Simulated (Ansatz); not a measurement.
Input of an Ansatz 0.2.0 run:

Contents of input.yaml:

```yaml
crystal:
  lattice:
    - [0.0, 3.205, 3.205]
    - [3.205, 0.0, 3.205]
    - [3.205, 3.205, 0.0]
  atoms:
    - { symbol: Te, position: [0.75, 0.75, 0.75] }
    - { symbol: Cd, position: [0.0, 0.0, 0.0] }
hamiltonian:
  xc: pbe
  pseudopotentials: { kind: paw }
kpoints:
  mp_grid: { grid: [7, 7, 7] }
scf:
  occupations: { method: fermi_dirac, width: 0.05 }
basis:
  ecutwfc: "300 eV"
output:
  forces: true
  stress: true
  eigenvalues: true
```

Potentials or basis: Ansatz PAW.

Launch:

```sh
$ ansatz run input.yaml --threads 2 --pin off --max-ram 5120MiB --backend cpu --events-out ev --progress --plain --runs-dir out
```

Estimate the pressure.

4.3 GPa.

Estimate the band gap on the k mesh.

0.87 eV, direct.

Caveat: odd divisions of the mesh miss points on the zone boundary, where band edges often lie, so the gap on the mesh can be too wide; the pressure holds a Pulay correction of +5.2 GPa for the finite cutoff; spin-orbit coupling is left out, which moves the levels of the heavy elements; the cutoff lies under the one recommended for these potentials.

**Experimental background.**

A printed reference work, data compilation reports, for a bulk crystal of CdTe at 0 K: band gap 1.607 eV.

Measured gap of CdTe: 1.607 eV (0 K; a printed reference work, data compilation). This calculation gives 0.87 eV (-0.74 eV). Spin-orbit coupling on Cd, Te is left out. The value is that of PBE, without temperature or zero-point motion. Semilocal functionals fall short of measured gaps as a rule.
